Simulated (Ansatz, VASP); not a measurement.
# One calculation of Ag, two programs

INCAR

```
PREC     = Accurate       # precision mode
ENCUT    = 520            # plane-wave cutoff, eV
EDIFF    = 1E-6           # SCF threshold, eV
ISMEAR   = -1             # smearing method
SIGMA    = 0.1            # smearing width, eV
LREAL    = False          # projectors in reciprocal space
LASPH    = True           # aspherical terms in the spheres
NELM     = 100            # most SCF steps
ALGO     = Normal         # electronic algorithm
ISIF     = 2              # what is computed and relaxed
LWAVE    = False          # write WAVECAR
LCHARG   = True           # write CHGCAR
GGA      = PS             # functional
LELF     = True           # ELF
LVHAR    = True         
NBANDS   = 12             # bands
```

Contents of KPOINTS:

```
regular mesh
0
Gamma
  16 16 16
```

POSCAR

```
Ag
1.0
    0.0000000000      2.0271489570      2.0271489570
    2.0271489570      0.0000000000      2.0271489570
    2.0271489570      2.0271489570      0.0000000000
Ag
1
Direct
    0.0000000000      0.0000000000      0.0000000000
```

Input for Ansatz:

```yaml
crystal:
  lattice:
    - [0.0, 2.02714895703, 2.02714895703]
    - [2.02714895703, 0.0, 2.02714895703]
    - [2.02714895703, 2.02714895703, 0.0]
  atoms:
    - { symbol: Ag, position: [0.0, 0.0, 0.0] }
kpoints:
  mp_grid: { grid: [16, 16, 16] }
scf:
  occupations: { method: fermi_dirac, width: 0.1 }
hamiltonian:
  xc: pbesol
  pseudopotentials: { kind: paw }
output:
  forces: true
  stress: true
  eigenvalues: true
  eigenstates:
    nscf_kmesh: { grid: [24, 24, 24] }
    de_dk: true
    e_range: [-14, 14]
  optics:
    e_range: [0, 30]
    de: 0.2
    sigma: 0.15
    bands: { spectra_wanted_up_to: 30 }
    nscf_kmesh: { grid: [24, 24, 24] }
    drude_damping: 0.1
checkpoint:
  write: ck
  write_wavefunctions: false
```

Alike in both runs: task single point; functional PBEsol; k mesh 16 × 16 × 16; occupations fermi-dirac, width 0.1 eV; no spin polarisation.

|  | VASP | Ansatz |
| --- | --- | --- |
| version | VASP 6.6.1 | Ansatz 0.2.0 |
| potentials or method | VASP PAW PBE potentials, release 64 (Ag) | PAW with Ansatz's default frozen-core files, scalar-relativistic |
| plane-wave cutoff (eV) | 520 | 420 |
| valence electrons in the cell | 11 | 19 |

VASP gave:

```
pressure (GPa) : -0.2
```

**Question.** What did Ansatz give for the same quantities?

**Answer.** Pressure (GPa): 0.0.

The two sets of potentials don't hold the same shells in valence. Ansatz warned: «optics_on_partly_filled_bands».

Caveats: the PAW data sets were made with another functional, which shifts forces and pressure a little (VASP).
